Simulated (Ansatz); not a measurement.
# BN: zone-centre modes at 4 GPa

Method: DFT PBE, scalar-relativistic, plane waves, PAW in Ansatz. Cutoff 420 eV, 12×12×12 k-points (Γ-centred), fixed occupations. No spin polarisation. Phonons by linear response, acoustic sum rule imposed.

The cell, relaxed at 4 GPa:
```
B N
1.0
     0.00000    1.80597    1.80597
     1.80597    0.00000    1.80597
     1.80597    1.80597    0.00000
B N
1 1
Direct
  0.00000 0.00000 0.00000
  0.75000 0.75000 0.75000
```

Optical modes at Γ (transverse, no macroscopic field); i marks an imaginary frequency:
```
frequency (cm⁻¹) degeneracy IR intensity of the level ((D/Å)²/amu)
            1040           3                                   41.35
```

All 3 optical modes at Γ are real: no displacement of atoms at fixed cell lowers the energy to second order. Strains and modes at other wave vectors aren't tested by this run.

```
Electronic dielectric constant ε∞ (principal values) : 4.60
Static dielectric constant ε0 (principal values)     : 6.9
Refractive index √ε∞, mean                           : 2.15
Kohn–Sham gap on the mesh                            : 4.47 eV
Cost                                                 : 10 s on 1 thread of Arm Neoverse V2, with other jobs on the host, peak memory 0.36 GiB
```

Born effective charges (e):
```json
{"atom": "B (atom 1)", "Z*xx": "1.91", "Z*yy": "1.91", "Z*zz": "1.91", "mean": "1.91"}
{"atom": "N (atom 2)", "Z*xx": "-1.91", "Z*yy": "-1.91", "Z*zz": "-1.91", "mean": "-1.91"}
```